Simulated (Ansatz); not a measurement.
# Forms of InGa3P4: one energy to predict

Computed with Ansatz 0.2.0, DFT PBE, scalar-relativistic, plane waves, PAW. Settings: cutoff 420 eV, Γ-centred meshes spaced at most about 0.3 Å⁻¹, and about 0.25 Å⁻¹ or finer for metals (2π included), Gaussian smearing. No spin polarisation.

These are static total energies at zero pressure. Rows are sorted by volume; energies count from the lowest form computed. Coordination counts P atoms around Ga and In (those within 1.25 times the shortest such distance or 1.15 times the sum of covalent radii, 1.27 where that leaves under three). The table shows 6 of 7 forms computed.

```tsv
row	form	source	atoms	coordination	V (Å³/atom)	gap on mesh (eV)	ΔE (meV/atom)
1	Cmmm	invented	8	In 6, Ga 6	18.2	0	374
2	I4/mmm	invented	8	In 6, Ga 6	18.3	0	382
3	Pm-3m	invented	8	In 6, Ga 6	18.3	0	?
4	I-42m	invented	8	In 4, Ga 4	22.2	1.16	0
5	P-4m2	invented	8	In 4, Ga 4	22.2	1.11	5
6	P-43m	invented	8	In 4, Ga 4	22.2	1.05	8
```

The cell of row 3:

```
In Ga P
1.0
     5.27276    0.00000    0.00000
     0.00000    5.27276    0.00000
     0.00000    0.00000    5.27276
In Ga P
1 3 4
Direct
  0.50000 0.50000 0.50000
  0.00000 0.00000 0.50000
  0.50000 0.00000 0.00000
  0.00000 0.50000 0.00000
  0.50000 0.50000 0.00000
  0.00000 0.50000 0.50000
  0.50000 0.00000 0.50000
  0.00000 0.00000 0.00000
```

Question: How far above the lowest form does the open row lie?

Answer: 0.40 eV/atom, which puts it above row 2, the highest in the table. Counting P atoms around Ga and In, row 3 has In 6, Ga 6 and the lowest form (row 4) has In 4, Ga 4.

An observed structure of this formula, if there is one, may be missing.

For metals, differences of a few meV/atom aren't resolved. Kohn–Sham gaps at this level usually fall short of measured ones. Cells relaxed within their symmetry can be saddle points. Some types were kept out of the candidates beforehand, so the set may lack a known form.

The energies split by coordination: the three four-coordinate forms lie within 8 meV/atom of each other and keep a gap, while the six-coordinate ones are denser, gapless and far higher. With four valence electrons per atom on average, tetrahedral sp³ bonding fills the bonding states and leaves the antibonding ones empty. Octahedral coordination spreads the same electrons over more, longer and weaker bonds, and the closer packing doesn't repay that loss at zero pressure. Compression should narrow the difference, as it does in the parent phosphides.

The open row probably tops its group because of size mismatch. Its atoms all sit on positions fixed by symmetry, so In–P and Ga–P must be equally long, with the former squeezed and the latter stretched. Among the tetrahedral forms, atomic shifts can relieve much of this strain, which suggests why cation order matters so little there. The ranking doesn't show that any ordered form is stable against separation into GaP and InP.
